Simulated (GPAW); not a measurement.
# free-standing triangular Os monolayer, spacing 2.904 A: cost and accuracy of the smearing, part 2 of 2

Wanted: the cheapest choice of the smearing that holds the magnetic results of free-standing triangular Os monolayer, spacing 2.904 A.

GPAW 26.7.0; PBE; plane waves with GPAW's PAW setups, scalar-relativistic.

So far, largest spin moment in the augmentation sphere (μB): step 2 (rung 1 (width 0.4 eV), start ferro +) 1.33; step 3 (rung 1 (width 0.4 eV), start antiferro q=(0,1/2,0) +-) 1.24; step 4 (rung 2 (width 0.2 eV), start ferro +) 1.33; step 5 (rung 2 (width 0.2 eV), start antiferro q=(0,1/2,0) +-) 1.25; step 6 (rung 3 (width 0.1 eV), start ferro +) 1.35.

### Step 8. Rung 4 (width 0.05 eV), start ferro +

The input, order1.py:

```python
import json
import numpy as np
from ase import Atoms
from ase.parallel import paropen, parprint
from gpaw import GPAW

atoms = Atoms(['Os'],
    cell=[[2.904, 0.0, 0.0],
         [-1.452, 2.514938, 0.0],
         [0.0, 0.0, 14.0]],
    scaled_positions=[[0.0, 0.0, 0.5]],
    pbc=True,
    magmoms=[1.0])
atoms.calc = GPAW(mode={'name': 'pw', 'ecut': 550},
    xc='PBE',
    kpts={'size': (10, 10, 1), 'gamma': True},
    occupations={'name': 'marzari-vanderbilt', 'width': 0.05},
    convergence={'density': 1e-06, 'energy': 1e-05},
    maxiter=200,
    eigensolver='davidson',
    symmetry={'tolerance': 1e-4},
    txt='order1.txt')
e = atoms.get_potential_energy(force_consistent=True)
res = {'free_energy': e, 'energy_sigma0': atoms.get_potential_energy(), 'fermi_energy': atoms.calc.get_fermi_level()}
res['moments'] = atoms.get_magnetic_moments().tolist()
res['total'] = atoms.get_magnetic_moment()
parprint('site moments (muB):', np.round(res['moments'], 3))
parprint(f"total moment: {res['total']:.3f} muB")
parprint(f'free energy: {e:.6f} eV')
atoms.calc.write('order1.gpw')
with paropen('results.json', 'w') as f:
    json.dump(res, f)
```

On the command line:

```bash
OMP_NUM_THREADS=1 python3 order1.py > order1.log
```

Output:

```text
gpaw.KohnShamConvergenceError

--- order1.txt ---
Input parameters:
  mode=PW(ecut=550),
  convergence={'density': 1e-06, 'energy': 1e-05},
  eigensolver=Davidson(niter=2),
  kpts=MonkhorstPack(size=(10, 10, 1), gamma=True),
  maxiter=200,
  occupations=Occupations(name='marzari-vanderbilt', width=0.05),
  symmetry=Symmetry(tolerance=0.0001),
  xc=XC(name='PBE')

Diagonalizing LCAO Hamiltonian
Converting LCAO to pw mode

       Os

Atoms  # Å, Bohr magnetons
|   | symbol |        x |        y |        z |    initial magnetic moments |
[...]
|iter:   2|       0s |   -7.491586 | -0.70 | -1.09 |  +0.9949|
|iter:   3|       1s |   -7.610956 | -1.01 | -1.10 |  +0.9521|
|iter:   4|       1s |   -7.561822 | -1.69 | -1.51 |  +0.9863|
|iter:   5|       2s |   -7.576513 | -2.08 | -1.78 |  +1.0394|
|iter:   6|       2s |   -7.577964 | -2.47 | -2.29 |  +1.0780|
[...]
[... 180 iterations left out ...]
[...]
|iter: 197|      99s |   -7.584399 | -3.65 | -2.21 |  +1.3707|
|iter: 198|      99s |   -7.581546 | -3.80 | -2.05 |  +1.2380|
|iter: 199|     100s |   -7.578690 | -3.50 | -2.20 |  +1.1289|
|iter: 200|     100s |   -7.580119 | -4.38 | -1.94 |  +1.1729|
```

The job ended after 1.7 min (1 MPI rank of Intel Xeon 6975P-C (Granite Rapids), shared host; peak memory 0.2 GiB).

No converged result was reached; the numbers in the log don't describe the system.

A smaller mixing step or another start is the usual next try.

### Step 9. Rung 4 (width 0.05 eV), start antiferro q=(0,1/2,0) +-

The input, order2.py:

```python
import json
import numpy as np
from ase import Atoms
from ase.parallel import paropen, parprint
from gpaw import GPAW

atoms = Atoms(['Os', 'Os'],
    cell=[[2.904, 0.0, 0.0],
         [-2.904, 5.029876, 0.0],
         [0.0, 0.0, 14.0]],
    scaled_positions=[[0.0, 0.0, 0.5],
         [0.0, 0.5, 0.5]],
    pbc=True,
    magmoms=[1.0, -1.0])
atoms.calc = GPAW(mode={'name': 'pw', 'ecut': 550},
    xc='PBE',
    kpts={'size': (10, 5, 1), 'gamma': True},
    occupations={'name': 'marzari-vanderbilt', 'width': 0.05},
    convergence={'density': 1e-06, 'energy': 1e-05},
    maxiter=200,
    eigensolver='davidson',
    symmetry={'tolerance': 1e-4},
    txt='order2.txt')
e = atoms.get_potential_energy(force_consistent=True)
res = {'free_energy': e, 'energy_sigma0': atoms.get_potential_energy(), 'fermi_energy': atoms.calc.get_fermi_level()}
res['moments'] = atoms.get_magnetic_moments().tolist()
res['total'] = atoms.get_magnetic_moment()
parprint('site moments (muB):', np.round(res['moments'], 3))
parprint(f"total moment: {res['total']:.3f} muB")
parprint(f'free energy: {e:.6f} eV')
atoms.calc.write('order2.gpw')
with paropen('results.json', 'w') as f:
    json.dump(res, f)
```

On the command line:

```bash
OMP_NUM_THREADS=1 python3 order2.py > order2.log
```

Output:

```text
site moments (muB): [ 1.078 -1.078]
total moment: 0.000 muB
free energy: -15.059316 eV

--- order2.txt ---
Input parameters:
  mode=PW(ecut=550),
  convergence={'density': 1e-06, 'energy': 1e-05},
  eigensolver=Davidson(niter=2),
  kpts=MonkhorstPack(size=(10, 5, 1), gamma=True),
  maxiter=200,
  occupations=Occupations(name='marzari-vanderbilt', width=0.05),
  symmetry=Symmetry(tolerance=0.0001),
  xc=XC(name='PBE')

[...]
|          6 |        -8.674 |     1.000 |        -8.674 |     1.000 |
|          7 |        -6.718 |     1.000 |        -6.718 |     1.000 |
[...]
|         17 |        -0.445 |     0.000 |        -0.445 |     0.000 |
|         18 |        -0.312 |     0.000 |        -0.312 |     0.000 |
|         19 |         2.545 |     0.000 |         2.545 |     0.000 |
|         20 |         3.489 |     0.000 |         3.489 |     0.000 |

No gap
No difference between direct/indirect transitions


[key lines of the parts left out:]
Free energy:     -15.059316
Converged in 73 steps
dipole moment: (-10.297127, -17.835151, -0.000008)  # |e|*Ang
Fermi level: -2.559
```

It took 3.6 min on 1 MPI rank; peak memory 0.37 GiB.

This step gave:

```yaml
magnetization: 0 μB
final_state: antiferromagnetic
largest_moment: 1.078 μB
```

The largest moment moves by -0.17 μB from rung 2, at 1.8 times its CPU time.

### Step 10. Rung 5 (width 0.02 eV), start ferro +

order1.py is the script of step 8 with these lines changed:

```diff
@@ -16,3 +16,3 @@
     kpts={'size': (10, 10, 1), 'gamma': True},
-    occupations={'name': 'marzari-vanderbilt', 'width': 0.05},
+    occupations={'name': 'marzari-vanderbilt', 'width': 0.02},
     convergence={'density': 1e-06, 'energy': 1e-05},
```

On the command line:

```bash
OMP_NUM_THREADS=1 python3 order1.py > order1.log
```

Output:

```text
site moments (muB): [0.895]
total moment: 1.086 muB
free energy: -7.578799 eV

--- order1.txt ---
Input parameters:
  mode=PW(ecut=550),
  convergence={'density': 1e-06, 'energy': 1e-05},
  eigensolver=Davidson(niter=2),
  kpts=MonkhorstPack(size=(10, 10, 1), gamma=True),
  maxiter=200,
  occupations=Occupations(name='marzari-vanderbilt', width=0.02),
  symmetry=Symmetry(tolerance=0.0001),
  xc=XC(name='PBE')

[...]
|          3 |        -8.741 |     1.000 |        -8.601 |     1.000 |
|          4 |        -4.835 |     1.000 |        -3.776 |     1.000 |
[...]
|          8 |        -2.149 |     0.000 |        -1.390 |     0.000 |
|          9 |        -1.517 |     0.000 |        -1.109 |     0.000 |
|         10 |         2.504 |     0.000 |         2.579 |     0.000 |
|         11 |         3.473 |     0.000 |         3.508 |     0.000 |

No gap
No difference between direct/indirect transitions


[key lines of the parts left out:]
Free energy:      -7.578799
Converged in 22 steps
dipole moment: (-5.149411, -8.919043, -0.000004)  # |e|*Ang
Fermi level: -2.755
```

Elapsed: 14 s, on 1 MPI rank; peak memory 0.19 GiB.

This step gave:

* magnetization: 1.086 μB
* final state: ferromagnetic
* largest moment: 0.8945 μB

The largest moment moves by -0.45 μB from rung 3, at 0.95 times its CPU time.

### Step 11. Rung 5 (width 0.02 eV), start antiferro q=(0,1/2,0) +-

order2.py is the script of step 9 with these lines changed:

```diff
@@ -17,3 +17,3 @@
     kpts={'size': (10, 5, 1), 'gamma': True},
-    occupations={'name': 'marzari-vanderbilt', 'width': 0.05},
+    occupations={'name': 'marzari-vanderbilt', 'width': 0.02},
     convergence={'density': 1e-06, 'energy': 1e-05},
```

On the command line:

```bash
OMP_NUM_THREADS=1 python3 order2.py > order2.log
```

Output:

```text
site moments (muB): [ 1.102 -1.102]
total moment: 0.000 muB
free energy: -15.059982 eV

--- order2.txt ---
Input parameters:
  mode=PW(ecut=550),
  convergence={'density': 1e-06, 'energy': 1e-05},
  eigensolver=Davidson(niter=2),
  kpts=MonkhorstPack(size=(10, 5, 1), gamma=True),
  maxiter=200,
  occupations=Occupations(name='marzari-vanderbilt', width=0.02),
  symmetry=Symmetry(tolerance=0.0001),
  xc=XC(name='PBE')

[...]
|          7 |        -6.708 |     1.000 |        -6.708 |     1.000 |
|          8 |        -5.131 |     1.000 |        -5.131 |     1.000 |
[...]
|         17 |        -0.440 |     0.000 |        -0.440 |     0.000 |
|         18 |        -0.302 |     0.000 |        -0.302 |     0.000 |
|         19 |         2.544 |     0.000 |         2.544 |     0.000 |
|         20 |         3.487 |     0.000 |         3.487 |     0.000 |

No gap
No difference between direct/indirect transitions


[key lines of the parts left out:]
Free energy:     -15.059982
Converged in 42 steps
dipole moment: (-10.296680, -17.834377, -0.000008)  # |e|*Ang
Fermi level: -2.534
```

Wall time 2.1 min (1 MPI rank); peak memory 0.37 GiB.

This step gave:

```
magnetization  : 0 μB
final state    : antiferromagnetic
largest moment : 1.102 μB
```

This start lies +48.8 meV a seeded atom from the first, a change of -4.1 meV since rung 2; its largest moment is 1.10 μB.

### Step 12. An attempt with other settings

An input with a fault is tried, to see how the program answers.

The input, run.py:

```python
import json
import numpy as np
from ase import Atoms
from ase.parallel import paropen, parprint
from gpaw import GPAW

atoms = Atoms(['Os'],
    cell=[[2.904, 0.0, 0.0],
         [-1.452, 2.514938, 0.0],
         [0.0, 0.0, 14.0]],
    scaled_positions=[[0.0, 0.0, 0.5]],
    pbc=True,
    magmoms=[1.0])
atoms.calc = GPAW(mode={'name': 'pw', 'ecut': 550},
    xc='PBE',
    kpts={'size': (10, 10, 1), 'gamma': True},
    occupations={'name': 'marzari-vanderbilt', 'width': 0.1},
    convergence={'density': 1e-06, 'energy': 1e-05},
    maxiter=75,
    mixer={'name': 'pulay', 'beta': 0.002, 'nmaxold': 1, 'weight': 100},
    eigensolver='davidson',
    symmetry={'tolerance': 1e-4},
    txt='run.txt')
e = atoms.get_potential_energy(force_consistent=True)
res = {'free_energy': e, 'energy_sigma0': atoms.get_potential_energy(), 'fermi_energy': atoms.calc.get_fermi_level()}
res['moments'] = atoms.get_magnetic_moments().tolist()
res['total'] = atoms.get_magnetic_moment()
parprint('site moments (muB):', np.round(res['moments'], 3))
parprint(f"total moment: {res['total']:.3f} muB")
parprint(f'free energy: {e:.6f} eV')
atoms.calc.write('run.gpw')
with paropen('results.json', 'w') as f:
    json.dump(res, f)
```

On the command line:

```bash
OMP_NUM_THREADS=1 python3 run.py > run.log
```

Output:

```text
gpaw.KohnShamConvergenceError

--- run.txt ---
Input parameters:
  mode=PW(ecut=550),
  convergence={'density': 1e-06, 'energy': 1e-05},
  eigensolver=Davidson(niter=2),
  kpts=MonkhorstPack(size=(10, 10, 1), gamma=True),
  maxiter=75,
  mixer=Pulay(name='pulay', nmaxold=1, beta=0.002, weight=100, sigma=0.015, g_ss=None),
  occupations=Occupations(name='marzari-vanderbilt', width=0.1),
  symmetry=Symmetry(tolerance=0.0001),
  xc=XC(name='PBE')

Diagonalizing LCAO Hamiltonian
Converting LCAO to pw mode

       Os

Atoms  # Å, Bohr magnetons
|   | symbol |        x |        y |        z |    initial magnetic moments |
|---|--------|----------|----------|----------|-----------------------------|
| 0 |     Os | 0.000000 | 0.000000 | 7.000000 | ( 0.0000,  0.0000,  1.0000) |

Number of symmetries: 24

BZ-sampling:
  Number of BZ points: 100
  Number of IBZ points: 14

  Monkhorst-Pack size: [10, 10, 1]
  Monkhorst-Pack shift: [0.05, 0.05, 0.0]

Plane wave coefficients: 3051
Cutoff: 550.0 eV

Spin-components: 2 (collinear spins)
Bands:           12
Projectors:      6
Spin-degeneracy: 1
Datatype:        complex128

Parallelization:
  kpt:    1
  domain: 1
  band:   1

Density:
  Valence electrons: 14.0
  Components: 2
  Grid points: [16 16 80]
  Charge: 0.0  # |e|

Potential:
  Grid points: [16 16 80]

[... setups left out ...]
Reference energy: -468923.957039  # eV

convergence criteria:
- Maximum integral of absolute [dens]ity change: 1e-06 electrons / valence electron
- Maximum [total energy] change in last 3 cyles: 1e-05 eV / valence electron
- Maximum integral of absolute [eigenst]ate change: 4e-08 eV^2 / valence electron
maximum number of iterations: 75

SCF iterations
|iter     |      energy | eigst |  dens |  magmom |
|---------|-------------|-------|-------|---------|
|iter:   1|       0s |   -7.469614 | +0.22 |       |  +1.0009|
|iter:   2|       0s |   -7.490946 | -0.66 | -1.10 |  +1.0008|
|iter:   3|       1s |   -7.494624 | -1.23 | -1.09 |  +1.0007|
|iter:   4|       1s |   -7.495685 | -1.67 | -1.09 |  +1.0006|
|iter:   5|       2s |   -7.496066 | -2.06 | -1.09 |  +1.0005|
|iter:   6|       2s |   -7.496216 | -2.43 | -1.09 |  +1.0004|
[...]
|iter:   8|       3s |   -7.496307c| -3.11 | -1.09 |  +1.0001|
|iter:   9|       4s |   -7.496323c| -3.45 | -1.09 |  +1.0000|
|iter:  10|       4s |   -7.496333c| -3.79 | -1.09 |  +0.9999|
[... 55 iterations left out ...]
[...]
|iter:  72|      35s |   -7.499724 | -6.57 | -1.15 |  +0.9943|
|iter:  73|      35s |   -7.499814 | -6.57 | -1.15 |  +0.9943|
|iter:  74|      36s |   -7.499905 | -6.58 | -1.15 |  +0.9942|
|iter:  75|      36s |   -7.499997 | -6.58 | -1.16 |  +0.9941|
```

Wall time 40 s (1 MPI rank); peak memory 0.18 GiB.

No converged result was reached; the numbers in the log don't describe the system.

The fault put into the input: mixing far too weak.

Each cycle moves so little that the limit comes first; a larger step or a mixer with history is the cure.

### Step 13. The rungs together

Ladder, by row:

| rung | smearing (eV) | state from the first start | state from the second start | second less first (meV a seeded atom) | moment, first (μB) | moment, second (μB) | CPU time (s) |
| --- | --- | --- | --- | --- | --- | --- | --- |
| 1 | 0.4 | ferromagnetic | antiferromagnetic | 37.71 | 1.327 | 1.239 | 112.7 |
| 2 | 0.2 | ferromagnetic | antiferromagnetic | 52.9 | 1.332 | 1.25 | 131.8 |
| 5 | 0.02 | ferromagnetic | antiferromagnetic | 48.81 | 0.8945 | 1.102 | 140.3 |

### Step 14. Summary of results

| Item | Value |
| --- | --- |
| range of the moment in the table, first start | 0.895 to 1.33 μB |
| range of CPU time | 1.9 min to 2.3 min |
| range of the energy difference | 37.7 to 52.9 meV a seeded atom |

What this shows: Only the last rung can serve as the reference, and the rung before it is still 4.1 meV away, so convergence is not shown. The first start ends lower on every rung of the table; whether functional and cell give the true order is another question. The mesh stays the same, and a narrow smearing needs a finer one, so the last rung is no sure reference. Rungs 3 and 4 gave no pair of finished runs and are missing from the table. The smearing is not Fermi–Dirac, so its width is no temperature.

[Logs and program files are shortened in this print: banners, set-up blocks, solver, clock and traceback lines can be left out without a mark of their own.]

[Logs are printed without paths, hosts, clocks, repeated set-up lines and the standing remarks that a program may print on its own settings, such as how far it seeks lower states.]

[Hosts, paths, dates, database ids (printed as entryN), source tags and the programs' standing remarks are cut or masked in the printed files.]

[Where a cell is said to come from a database of computed structures, the database is the Materials Project.]
